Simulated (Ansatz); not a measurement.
A relaxed cell of Ca6F is given with its symmetry left out. The cell was found from a structure generator's guess, not taken from experiment.

Method: Ansatz, DFT PBE, scalar-relativistic, plane waves, PAW. Cutoff 420 eV, Γ-centred mesh, Gaussian smearing, no spin polarisation.

```
Ca F
1.0
     0.00000    5.27280    5.27280
     5.27280    0.00000    5.27280
     5.27280    5.27280    0.00000
Ca F
6 1
Cartesian
  7.9409 5.2728 5.2728
  2.6047 5.2728 5.2728
  5.2728 7.9409 5.2728
  5.2728 2.6047 5.2728
  5.2728 5.2728 7.9409
  5.2728 5.2728 2.6047
  5.2728 5.2728 5.2728
```

Formation energies are uncorrected and refer to the elements' standard structures at the same level (F₂ as a molecule).

Question: What space group does it have?

Answer: Fm-3m (No. 225). Conventional cell: a = 10.546 Å. Around Ca lie 1 F at 2.67 Å and 8 Ca at 3.68–3.77 Å; F is surrounded by 6 Ca at 2.67 Å.

Question: What is its formation energy per atom?

Answer: −0.35 eV/atom. It lies below the elements, which doesn't yet make it stable against other compounds or structures.

Question: Is it a metal?

Answer: Yes, bands cross the Fermi level on the 6×6×6 mesh.

The last run used a 6×6×6 mesh for its 7-atom cell and Gaussian smearing of 0.10 eV. Symmetry constrained the relaxation, so the result can be a saddle point.
